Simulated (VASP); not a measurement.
Here is a VASP 6.6.1 calculation.

File INCAR:

```
SYSTEM = Ge
ALGO = Normal
EDIFF = 1E-7
ENCUT = 450
GGA = PE
ICORELEVEL = 1
ISIF = 2
ISMEAR = 1
LASPH = .True.
LCHARG = .False.
LREAL = Auto
LWAVE = .False.
NBANDS = 246
NELM = 80
PREC = Normal
SIGMA = 0.1
```

The input KPOINTS:

```
k-points
0
Gamma
  3 3 3
  0 0 0
```

Contents of POSCAR:

```
Ge
1.0
   -5.7610020000     -5.7610020000      5.7610020000
    5.7610020000     -5.7610020000     -5.7610020000
    5.7610020000      5.7610020000      5.7610020000
Ge
32
Direct
    0.2500000000      0.7500000000      0.0000000000
    0.0000000000      0.7500000000      0.2500000000
    0.5000000000      0.5000000000      0.0000000000
    0.2500000000      0.5000000000      0.2500000000
    0.0000000000      0.5000000000      0.5000000000
    0.7500000000      0.7500000000      0.5000000000
    0.5000000000      0.7500000000      0.7500000000
    0.0000000000      0.0000000000      0.0000000000
    0.7500000000      0.2500000000      0.0000000000
    0.5000000000      0.2500000000      0.2500000000
    0.2500000000      0.2500000000      0.5000000000
    0.0000000000      0.2500000000      0.7500000000
    0.7500000000      0.5000000000      0.7500000000
    0.7500000000      0.0000000000      0.2500000000
    0.5000000000      0.0000000000      0.5000000000
    0.2500000000      0.0000000000      0.7500000000
    0.2500000000      0.7500000000      0.2500000000
    0.0000000000      0.7500000000      0.5000000000
    0.5000000000      0.5000000000      0.2500000000
    0.2500000000      0.5000000000      0.5000000000
    0.0000000000      0.5000000000      0.7500000000
    0.7500000000      0.7500000000      0.7500000000
    0.5000000000      0.7500000000      0.0000000000
    0.0000000000      0.0000000000      0.2500000000
    0.7500000000      0.2500000000      0.2500000000
    0.5000000000      0.2500000000      0.5000000000
    0.2500000000      0.2500000000      0.7500000000
    0.0000000000      0.2500000000      0.0000000000
    0.7500000000      0.5000000000      0.0000000000
    0.7500000000      0.0000000000      0.5000000000
    0.5000000000      0.0000000000      0.7500000000
    0.2500000000      0.0000000000      0.0000000000
```

Potentials or basis: VASP PAW PBE potentials, release 64 (Ge_d).

Run with:

```console
$ cat potpaw_PBE.64/Ge_d/POTCAR > POTCAR
$ mpirun -np 4 vasp_std > vasp.out
```

Question: What does it give for the band gap on the k mesh?

Answer: None (metal or under the smearing width).

Question: What does it give for the pressure?

Answer: -0.3 GPa.

Core levels (eV, on the scale of the bands):
```csv
atom,levels
1 Ge,"1s -10950.6, 2s -1362.4, 2p -1189.2, 3s -159.3, 3p -106.4"
2 Ge,"1s -10950.6, 2s -1362.4, 2p -1189.2, 3s -159.3, 3p -106.4"
3 Ge,"1s -10950.6, 2s -1362.4, 2p -1189.2, 3s -159.3, 3p -106.4"
4 Ge,"1s -10950.6, 2s -1362.4, 2p -1189.2, 3s -159.3, 3p -106.4"
5 Ge,"1s -10950.6, 2s -1362.4, 2p -1189.2, 3s -159.3, 3p -106.4"
6 Ge,"1s -10950.6, 2s -1362.4, 2p -1189.2, 3s -159.3, 3p -106.4"
```

Caveat: this crystal is a semiconductor, whose small gap the functional closes, so the metal is an error of the method.

The gap isn't set beside the measured one, since this odd mesh misses points on the zone boundary.
